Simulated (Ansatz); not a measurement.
# Si: the cost of one run

Program: Ansatz 0.2.0. Level of theory: DFT PBEsol, scalar-relativistic, plane waves, PAW. These are calculated values, not measurements.

4 further runs of the same task are left out: 1 that didn't finish, 3 set aside as unsound or not needed.

## 1. The starting structure

Symmetry: P3m1, No. 156, trigonal system. Conventional cell: a = 3.842 Å, b = 3.842 Å, c = 24.058 Å, α = 90.00°, β = 90.00°, γ = 120.00°. Si (site symmetry 3m) has 3 Si at 2.35 Å as nearest neighbours. Si (site symmetry 3m) has 4 Si at 2.35 Å as nearest neighbours. Si (site symmetry 3m) has 4 Si at 2.35 to 2.41 Å as nearest neighbours. Si (site symmetry 3m) is surrounded by 4 Si at 2.32 to 2.41 Å. Si (site symmetry 3m) has 3 Si at 2.32 Å as nearest neighbours.

Structure file:

```
CELL_PARAMETERS angstrom
3.84172 0.00000 0.00000
-1.92086 3.32702 0.00000
0.00000 0.00000 24.05768
ATOMIC_POSITIONS crystal
Si 0.33333 0.66667 0.35332
Si 0.00000 0.00000 0.38591
Si 0.00000 0.00000 0.48370
Si 0.66667 0.33333 0.51548
Si 0.66667 0.33333 0.61574
Si 0.33333 0.66667 0.64376
```

Miller indices refer to the conventional cell of the relaxed bulk, Fd-3m (No. 227): a = 5.433 Å, b = 5.433 Å, c = 5.433 Å, α = 90.00°, β = 90.00°, γ = 90.00°.

It is a (111) slab, 7.1 Å thick as cut, with 17 Å of vacuum; its outer planes are Si (top) and Si (bottom). An earlier relaxation, lower half held, gave -3726.3890 eV, work function 4.81 eV (top face), 4.94 eV (bottom face), dipole along +c 0.009 e·Å per cell.

## 2. Start: Si, top (Si)

With the adsorbate the run is spin-polarised.

input.yaml reads:

```yaml
crystal:
  lattice:
    - [3.8417168278, 0.0, 0.0]
    - [-1.9208584139, 3.327024367, 0.0]
    - [0.0, 0.0, 26.0576844733]
  atoms:
    - { symbol: Si, position: [0.3333333333, 0.6666666667, 0.3261993601] }
    - { symbol: Si, position: [0.0, 0.0, 0.3562936366] }
    - { symbol: Si, position: [0.0, 0.0, 0.4465764664] }
    - { symbol: Si, position: [0.6666666667, 0.3333333333, 0.4759187077] }
    - { symbol: Si, position: [0.6666666667, 0.3333333333, 0.5684832977] }
    - { symbol: Si, position: [0.3333333333, 0.6666666667, 0.5943515468] }
    - { symbol: Si, position: [0.3333333333, 0.6666666667, 0.6795471444], spin: 2.0 }
basis:
  ecutwfc: 420
kpoints:
  mp_grid: { grid: [9, 9, 1] }
hamiltonian:
  xc: pbesol
scf:
  occupations: { method: gaussian, width: 0.05 }
output:
  forces: true
  eigenvalues: true
  populations: true
  write_density: true
  write_potential: true
  elf: true
  volumetric_format: npy
magnetization:
  spin_polarized: true
relax:
  adjacent_minimum: "off"
  f_tol: 0.03
  max_steps: 70
  constraints: [{ sites: [0, 1, 2] }]
efield:
  axis: 3
  dipole_correction: true
  ramp_width: 0.04
```

Command:

```sh
$ ansatz run input.yaml --threads 1 --pin off --max-ram 2560MiB --backend cpu --events-out ev --progress --plain --runs-dir out
```

Q: Estimate wall time and peak memory on 1 thread of Intel Xeon at 2.70GHz, shared host.

About 2.1 min, with a peak of 0.6 GiB.
